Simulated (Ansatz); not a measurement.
# H4C17: the cost of one run

Method: DFT PBE+D3(BJ), plane waves, PAW, scalar-relativistic, collinear spin, in Ansatz 0.2.0.

### 1 The structure to begin with

The cell holds 21 atoms (C17H4): a = 5.049 Å, b = 5.049 Å, c = 15.676 Å, α = 90.00°, β = 90.00°, γ = 60.00°.

The coordinates stand in the first input below.

### 2 Relaxing end A

Input file input.yaml:

```yaml
crystal:
  lattice:
    - [5.048742, 0.0, 0.0]
    - [2.524371, 4.372339, 0.0]
    - [0.0, 0.0, 15.676426]
  atoms:
    - { symbol: H, position: [0.1666667, 0.1666667, 0.0637901] }
    - { symbol: H, position: [0.6666667, 0.1666667, 0.0637901] }
    - { symbol: H, position: [0.1666667, 0.6666667, 0.0637901] }
    - { symbol: H, position: [0.6666667, 0.6666667, 0.0637901] }
    - { symbol: C, position: [0.1666667, 0.1666667, 0.1339591] }
    - { symbol: C, position: [0.6666667, 0.1666667, 0.1339591] }
    - { symbol: C, position: [0.1666667, 0.6666667, 0.1339591] }
    - { symbol: C, position: [0.6666667, 0.6666667, 0.1339591] }
    - { symbol: C, position: [-0.1666667, 0.3333333, 0.1668292] }
    - { symbol: C, position: [0.3333333, 0.3333333, 0.1668292] }
    - { symbol: C, position: [-0.1666667, 0.8333333, 0.1668292] }
    - { symbol: C, position: [0.3333333, 0.8333333, 0.1668292] }
    - { symbol: C, position: [-0.1666667, 0.3333333, 0.2654394] }
    - { symbol: C, position: [0.3333333, 0.3333333, 0.2654394] }
    - { symbol: C, position: [-0.1666667, 0.8333333, 0.2654394] }
    - { symbol: C, position: [0.3333333, 0.8333333, 0.2654394] }
    - { symbol: C, position: [0.0, 0.0, 0.2983094] }
    - { symbol: C, position: [0.5, 0.0, 0.2983094] }
    - { symbol: C, position: [0.0, 0.5, 0.2983094] }
    - { symbol: C, position: [0.5, 0.5, 0.2983094] }
    - { symbol: C, position: [0.3725504, 0.0789386, 0.3914429], spin: 1.0 }
magnetization:
  spin_polarized: true
basis:
  ecutwfc: 420.0
kpoints:
  mp_grid: { grid: [3, 3, 1] }
hamiltonian:
  xc: pbe
  dispersion: d3bj
  pseudopotentials: { kind: paw, azcp: { folder: soft_1 } }
scf:
  occupations: { method: gaussian, width: 0.05 }
  lower_state_search: "off"
relax:
  f_tol: 0.03
  max_steps: 60
  adjacent_minimum: "off"
  constraints: [{ sites: [0, 1, 2, 3, 4, 5, 6, 7, 8, 9, 10, 11] }]
```

Command:

```sh
$ ansatz run input.yaml --threads 2 --pin off --max-ram 5120MiB --backend cpu --events-out ev --progress --plain --runs-dir out
```

**Question.** How long does this run take on 2 threads of Arm Neoverse V2, shared host, and how much memory does it need?

About 80 s, with a peak of 0.61 GiB.
